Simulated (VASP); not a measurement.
## CuAu: single point with PBEsol

The system is CuAu.

```
Cu Au
1.0
     1.44306    0.83315    4.25617
    -1.44306    0.83315    4.25617
     0.00000   -1.66630    4.25617
Cu Au
1 1
Direct
  0.50000 0.50000 0.50000
  0.00000 0.00000 0.00000
```

The cell comes from a database or a generator and needn't be the stable form of this composition.

```
Program             : VASP 6.6.1
Task                : single point
Functional          : PBEsol
Potentials or basis : VASP PAW PBE potentials, release 64 (Cu, Au)
Cutoff              : 520 eV
k mesh              : 9 × 9 × 9
Occupations         : gaussian, width 0.1 eV
Spin                : no spin polarisation
```

The pressure is -8.2 GPa. The band gap on the k mesh is none (metal or under the smearing width).

Stress tensor (GPa, compression positive):
```
-9.48  0.00  0.00
 0.00 -9.48  0.00
 0.00  0.00 -5.59
```

Levels at points of the mesh, in eV from the Fermi level:
| k point | band 7 | band 8 | band 9 | band 10 | band 11 | band 12 | band 13 | band 14 | band 15 | band 16 |
| --- | --- | --- | --- | --- | --- | --- | --- | --- | --- | --- |
| (0.00, 0.00, 0.00) | -2.73 | -2.22 | -2.22 | -1.60 | -1.60 | -0.16 | 4.52 | 14.46 | 15.90 | 15.90 |

Run time: 52 s on 1 thread of Intel(R) Xeon(R) 6975P-C (Granite Rapids), on a shared host, peak memory 0.25 GiB.

Caveat: the PAW data sets were made with another functional, which shifts forces and pressure a little. Spin-orbit coupling is left out, which matters for the levels of Au.
